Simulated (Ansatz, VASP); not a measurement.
**One calculation of AlRu, two programs**

```
Al Ru
1.0
     3.04216    0.00000    0.00000
     0.00000    3.04216    0.00000
     0.00000    0.00000    3.04216
Al Ru
1 1
Cartesian
  0.0000 0.0000 0.0000
  1.5211 1.5211 1.5211
```

Alike in both runs: functional r2SCAN; k mesh 11 × 11 × 11; occupations fermi-dirac, width 0.1 eV; no spin polarisation.

Ansatz relaxed the structure, and its values are those at the end. VASP's run is a single point on that final structure, the one shown.

```csv
,VASP,Ansatz
version,VASP 6.6.1,Ansatz 0.2.0
potentials or method,"VASP PAW PBE potentials, release 64 (Al, Ru_pv)",PAW plane waves
plane-wave cutoff (eV),520,500
valence electrons in the cell,17,19
```

|  | VASP | Ansatz | Ansatz less VASP |
| --- | --- | --- | --- |
| pressure (GPa) | -11.3 | -11.3 | -0.05 |

The two sets of potentials don't hold the same shells in valence. Ansatz warned: «stress_scf_threshold_loose».

Caveats: the PAW data sets were made with another functional, which shifts forces and pressure a little (VASP).
